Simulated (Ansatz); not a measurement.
# HgTe: the cost of one run

Program: Ansatz 0.2.0. Level of theory: DFT PBE, scalar-relativistic, plane waves, PAW. These are calculated values, not measurements.

1 further run of the same task is left out (it didn't finish).

## (1) The structure to begin with

Symmetry: F-43m, No. 216, cubic system. The conventional cell has a = 6.653 Å, b = 6.653 Å, c = 6.653 Å, α = 90.00°, β = 90.00°, γ = 90.00°. Hg (site symmetry -43m) is surrounded by 4 Te at 2.88 Å. Te (site symmetry -43m) has 4 Hg at 2.88 Å as nearest neighbours.

As a file:

```
Hg Te
1.0
     0.00000    3.32641    3.32641
     3.32641    0.00000    3.32641
     3.32641    3.32641    0.00000
Hg Te
1 1
Direct
  0.00000 0.00000 0.00000
  0.25000 0.25000 0.25000
```

This cell was relaxed beforehand with the same method: volume 36.81 Å³/atom, gap on the mesh none (metal).

## (2) Building the zigzag chain

A free-standing chain of the crystal's atoms, periodic along c. Atoms and period relax; energies count from the bulk, -10396.8748 eV an atom.

The cell holds 1 Hg, 1 Te: a = 10.200 Å, b = 9.300 Å, c = 4.667 Å, α = 90.00°, β = 90.00°, γ = 90.00°.

## (3) The relaxation run

Pressure and volume refer to the whole cell with its vacuum; only the period along c may change.

input.yaml

```yaml
crystal:
  lattice:
    - [10.2, 0.0, 0.0]
    - [0.0, 9.3, 0.0]
    - [0.0, 0.0, 4.6668209248]
  atoms:
    - { symbol: Hg, position: [0.4428085671, 0.5, 0.0], spin: 0.5 }
    - { symbol: Te, position: [0.5571914329, 0.5, 0.5], spin: 0.5 }
basis:
  ecutwfc: 420
kpoints:
  mp_grid: { grid: [1, 1, 14] }
hamiltonian:
  xc: pbe
scf:
  occupations: { method: gaussian, width: 0.05 }
output:
  forces: true
  stress: true
  eigenvalues: true
  populations: true
  write_density: true
  write_potential: true
  elf: true
  volumetric_format: npy
magnetization:
  spin_polarized: true
relax:
  adjacent_minimum: "off"
  f_tol: 0.01
  max_steps: 45
  cell: { fix: [a, b, alpha, beta, gamma], stress_tol: 0.03 }
```

The run is started by

```sh
> ansatz run input.yaml --threads 2 --pin off --max-ram 5120MiB --backend cpu --events-out ev --progress --plain --runs-dir out
```

Q: Estimate wall time and peak memory on 2 threads of AMD EPYC 9R45 (Zen 5), shared host.

About 21 s, with a peak of 0.76 GiB.
